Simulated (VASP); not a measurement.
A run of VASP 6.6.1 is set up as follows.

The input INCAR:

```
  ALGO = Normal
  EDIFF = 1E-6
  EDIFFG = -0.01
  ENCUT = 600
  GGA = PS
  IBRION = 2
  ISIF = 3
  ISMEAR = 0
  LASPH = T
  LCHARG = F
  LREAL = F
  LWAVE = F
  NELM = 80
  NSW = 90
  PREC = Accurate
  SIGMA = 0.03
```

KPOINTS

```
k-points
0
Gamma
  12 12 12
```

File POSCAR:

```
CdO
1.0
    0.0000000000      2.3495000000      2.3495000000
    2.3495000000      0.0000000000      2.3495000000
    2.3495000000      2.3495000000      0.0000000000
Cd O
1 1
Direct
    0.0000000000      0.0000000000      0.0000000000
    0.5000000000      0.5000000000      0.5000000000
```

Potentials or basis: VASP PAW PBE potentials, release 64 (Cd, O).

The run is started by

```console
$ cat potpaw_PBE.64/Cd/POTCAR potpaw_PBE.64/O/POTCAR > POTCAR
$ mpirun -np 1 vasp_std > vasp.out
```

(1) What does it give for the relaxed volume?

(2) What does it give for the relaxed cell?

Answers

(1) 13.02 Å³/atom.

(2) a = 3.327 Å, b = 3.327 Å, c = 3.327 Å, α = 60.00°, β = 60.00°, γ = 60.00°.

Caveat: the PAW data sets were made with another functional, which shifts forces and pressure a little.
